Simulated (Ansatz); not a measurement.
# Al: the crystal squeezed far

The task here is to estimate one member of a computed series from the others.

Program: Ansatz 0.2.0. Level of theory: DFT LDA, with the methods named in each step. These are calculated values, not measurements.

**The structure to begin with**

Symmetry: Im-3m, No. 229, cubic system. The conventional cell has a = 3.161 Å, b = 3.161 Å, c = 3.161 Å, α = 90.00°, β = 90.00°, γ = 90.00°. Al (site symmetry m-3m) has 8 Al at 2.74 Å in its first shell of neighbours.

Structure file:

```
CELL_PARAMETERS angstrom
-1.58073 1.58073 1.58073
1.58073 -1.58073 1.58073
1.58073 1.58073 -1.58073
ATOMIC_POSITIONS crystal
Al 0.00000 0.00000 0.00000
```

Whether this phase is the stable one at these pressures isn't tested.

Set-up of the first run:

File input.yaml:

```yaml
crystal:
  lattice:
    - [-1.5807257788, 1.5807257788, 1.5807257788]
    - [1.5807257788, -1.5807257788, 1.5807257788]
    - [1.5807257788, 1.5807257788, -1.5807257788]
  atoms:
    - { symbol: Al, position: [0.0, 0.0, 0.0] }
kpoints:
  mp_grid: { grid: [19, 19, 19] }
scf:
  occupations: { method: fermi_dirac, width: 0.08 }
hamiltonian:
  xc: lda
  pseudopotentials: { kind: paw }
output:
  forces: true
  stress: true
  write_density: true
  write_potential: true
  elf: true
  volumetric_format: npy
relax:
  f_tol: 0.005
  max_steps: 40
  cell: {}
```

Command:

```bash
> ansatz run input.yaml --threads 1 --pin off --max-ram 2048MiB --backend cpu --events-out ev --progress --plain --runs-dir out
```

Steps of the session up to this table: Cell relaxed at zero pressure, PAW; Volume scaled by 1, PAW; Volume scaled by 0.92, PAW; Volume scaled by 0.84, PAW; Volume scaled by 0.76, PAW; Volume scaled by 0.68, PAW; Volume scaled by 0.6, PAW; Volume scaled by 0.6, PAW (cutoff 300 eV); Volume scaled by 0.52, PAW; Volume scaled by 0.45, PAW; Volume scaled by 0.45, PAW (core large).

One table of the session follows, with a row left open; its other results are not shown here.

 The rows PAW, 0.45 and PAW (core large), 0.45 agree to the last digit and may rest on the same set-up.

```
             method  volume over the first  volume (Å³/atom)  pressure (GPa)
                PAW                      1                 ?               ?
                PAW                   0.92            14.915            7.47
                PAW                   0.84            13.618           18.86
                PAW                   0.76            12.321           36.59
                PAW                   0.68            11.024           65.03
                PAW                    0.6             9.727          111.38
                PAW                   0.52             8.430          190.34
                PAW                   0.45             7.295          309.02
   PAW (core large)                   0.45             7.295          309.02
PAW (cutoff 300 eV)                    0.6             9.727          112.15
```

Estimate the missing values for PAW, 1.

As computed: volume (Å³/atom): 16.212; pressure (GPa): 0.03. In the column «volume (Å³/atom)» it is the highest.

To keep in mind: Warnings in the runs' records: cutoff below recommended, datasets by core.
